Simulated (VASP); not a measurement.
Wanted: the native input for a VASP 6.6.1 run.

```
Task                            : G0W0 quasiparticle levels
Functional                      : PBE
Potentials or basis             : VASP PAW PBE potentials, release 64 (Ca_sv_GW, F_GW)
Cutoff                          : 500 eV
k mesh                          : 4 × 4 × 4
Occupations                     : gaussian, width 0.01 eV
Spin                            : no spin polarisation
GW scheme                       : G0W0
GW iterations                   : 1
Cutoff of the response function : 150
Frequency points                : 48
Empty bands                     : 152
Further INCAR settings          : ALGO = EVGW0; EDIFF = 1e-08; NBANDS = 164
```

The system is CaF2 (Fluorite).

```
Ca F
1.0
     0.00000    2.71232    2.71232
     2.71232    0.00000    2.71232
     2.71232    2.71232    0.00000
Ca F
1 2
Direct
  0.00000 0.00000 0.00000
  0.25000 0.25000 0.25000
  0.75000 0.75000 0.75000
```

One way to write it, as run:

POSCAR

```
CaF2                                    
1.0
    0.0000000000      2.7123156408      2.7123156408
    2.7123156408      0.0000000000      2.7123156408
    2.7123156408      2.7123156408      0.0000000000
  Ca              F             
     1     2
Direct
     0.0000000000000000    0.0000000000000000    0.0000000000000000
     0.2500000000000000    0.2500000000000000    0.2500000000000000
     0.7500000000000000    0.7500000000000000    0.7500000000000000
```

INCAR.step1

```
SYSTEM = CaF2
  PREC = Accurate
  ENCUT = 500
  EDIFF = 1E-8
  ISMEAR = 0
  SIGMA = 0.01
  LREAL = .False.
  LASPH = .True.
  NELM = 80
  ALGO = Fast
  LWAVE = .True.
  LCHARG = .False.
  GGA = PE
  KPAR = 4
```

INCAR.step2

```
SYSTEM = CaF2
  PREC = Accurate
  ENCUT = 500
  EDIFF = 1E-8
  ISMEAR = 0
  SIGMA = 0.01
  LREAL = .False.
  LASPH = .True.
  NELM = 1
  ALGO = Exact
  LWAVE = .True.
  LCHARG = .False.
  GGA = PE
  KPAR = 4
  NBANDS = 164
  LOPTICS = .True.
  ISTART = 1
```

INCAR.step3

```
SYSTEM = CaF2
  PREC = Accurate
  ENCUT = 500
  EDIFF = 1E-8
  ISMEAR = 0
  SIGMA = 0.01
  LREAL = .False.
  LASPH = .True.
  ALGO = EVGW0
  LWAVE = .False.
  LCHARG = .False.
  GGA = PE
  KPAR = 4
  NELMGW = 1
  NBANDS = 164
  ENCUTGW = 150
  NOMEGA = 48
  PRECFOCK = Fast
  ISTART = 1
  NBANDSGW = 20
```

KPOINTS

```
regular mesh
0
Gamma
  4 4 4
  0 0 0
```

Potentials or basis: VASP PAW PBE potentials, release 64 (Ca_sv_GW, F_GW).

The run is started by

```sh
$ cat potpaw_PBE.64/Ca_sv_GW/POTCAR potpaw_PBE.64/F_GW/POTCAR > POTCAR
$ cp INCAR.step1 INCAR
$ mpirun -np 4 vasp_std > vasp.out
$ cp INCAR.step2 INCAR
$ mpirun -np 4 vasp_std > vasp.out
$ cp INCAR.step3 INCAR
$ mpirun -np 4 vasp_std > vasp.out
```

Results of the run:

```
Band gap on the k mesh, mean-field level : 7.42 eV, indirect (least direct gap 7.68 eV)
Quasiparticle gap                        : 10.52 eV
Least direct quasiparticle gap           : 10.84 eV
```

Caveat: the k mesh is coarse (spacing up to 0.50 Å⁻¹), so the values aren't converged; bands, screening cutoff and mesh are small and nothing is extrapolated, so the quasiparticle values aren't converged.

Wall time 33 s on 4 MPI ranks on Intel(R) Xeon(R) 6975P-C (Granite Rapids) (shared host), peak memory 0.36 GiB a rank.
